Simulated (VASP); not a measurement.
# TiTe₂: kinetic-energy density

TiTe₂, P-3m1 (no. 164), 3 atoms in the cell. PBE; PAW potentials Te, Ti_sv (PBE set).

## Input

INCAR:
```
PREC = Accurate
ENCUT = 520
EDIFF = 1E-7
ISMEAR = 0
SIGMA = 0.02
LREAL = F
LASPH = T
ALGO = Normal
NELM = 100
ISIF = 2
LWAVE = F
LCHARG = T
LTAU = T
```

KPOINTS:
```
k-points
0
Gamma
  7 7 4
```

POSCAR:
```
TiTe2
1.0
    3.7770000000      0.0000000000      0.0000000000
   -1.8885000000      3.2709779501      0.0000000000
    0.0000000000      0.0000000000      6.4980000000
Te Ti
2 1
Direct
    0.3333333333      0.6666666667      0.7372000000
    0.6666666667      0.3333333333      0.2628000000
    0.0000000000      0.0000000000      0.0000000000
```

Commands:
```
cat potpaw_PBE.64/Te/POTCAR potpaw_PBE.64/Ti_sv/POTCAR > POTCAR
mpirun -np 1 vasp_std > vasp.out
```

## Result

- Kinetic energy of the pseudo orbitals (eV): 409.96

VASP 6.6.1 took 27 s on 1 core (Intel Xeon Platinum 8488C (Sapphire Rapids)), a shared host.
